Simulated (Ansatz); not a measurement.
Space group I-43d (No. 220). a = 6.490 Å, b = 6.490 Å, c = 6.490 Å, α = 90.00°, β = 90.00°, γ = 90.00°
```
atom site symmetry x y z
  Si   12b      -4..  0.3750  0.5000  0.7500
   N   16c       .3.  0.2813  0.2813  0.2813
```

Equation of state of this Si$_{3}$N$_{4}$ structure (not necessarily the ground state), with shape and atoms relaxed at each volume where symmetry leaves them free. All numbers below come from DFT PBE, scalar-relativistic, plane waves, PAW (Ansatz).

Settings: cutoff 420 eV, Γ-centred mesh 6×6×6 on the computed 14-atom cell, Gaussian smearing of 0.02 eV; no spin polarisation.

```
V (Å³/atom) E − E(largest V) (meV/atom) P (GPa) gap on mesh (eV)
      8.593                        67.01    39.55              4.18
      8.886                         5.55    27.82              4.23
      9.179                       -35.51    17.33              4.21
      9.472                       -58.56     8.08              4.17
      9.765                       -65.81     0.00              4.04
     10.058                       -59.19    -7.03              3.92
     10.351                       -40.65   -13.13              3.79
     10.741                         0.00   -19.98              3.41
```

Problem. Fit a third-order Birch–Murnaghan equation to E(V).

Solution. V0 = 9.77 Å³/atom, B0 = 250 GPa, B0' = 3.5.

This form isn't the usual stable structure of the compound.

Cost: 8 runs of about 5.8 core-minutes in all, on Intel Xeon Processor @ 2.70GHz (shared hosts).